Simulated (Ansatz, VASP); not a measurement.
**One calculation of TaN, two programs**

```
Ta N
1.0
     2.65823   -4.44796    0.00000
     2.65823    4.44796    0.00000
     0.00000    0.00000    2.86850
Ta N
3 3
Direct
  0.00000 0.00000 0.00000
  0.70893 0.29107 0.50000
  0.29107 0.70893 0.50000
  0.50000 0.50000 0.00000
  0.00000 0.50000 0.00000
  0.50000 0.00000 0.00000
```

Alike in both runs: task single point; functional PBE; k mesh 4 × 4 × 6; occupations gaussian, width 0.1 eV; no spin polarisation.

|  | VASP | Ansatz |
| --- | --- | --- |
| version | VASP 6.6.1 | Ansatz 0.2.0 |
| potentials or method | VASP PAW PBE potentials, release 64 (Ta_pv, N) | scalar-relativistic, plane waves, PAW |
| plane-wave cutoff (eV) | 520 | 420 |
| valence electrons in the cell | 48 | 54 |

|  | VASP | Ansatz | Ansatz less VASP |
| --- | --- | --- | --- |
| gap on the k mesh at the Fermi level (eV) | none | none | - |
| rms of the force components (eV/Å) | 2.507 | 2.505 | -0.0018 |

Atom by atom the forces differ by 0.002 eV/Å (rms over components). A gap of «none» marks a metal or a gap that the smearing closes. The two sets of potentials don't hold the same shells in valence.

Caveats: the k mesh is coarse (spacing up to 0.37 Å⁻¹), so the values aren't converged; forces of over 1 eV/Å show positions far from the minimum, so gaps and moduli don't describe the material at rest. The runs have no spin-orbit coupling, so splittings on Ta are missing.
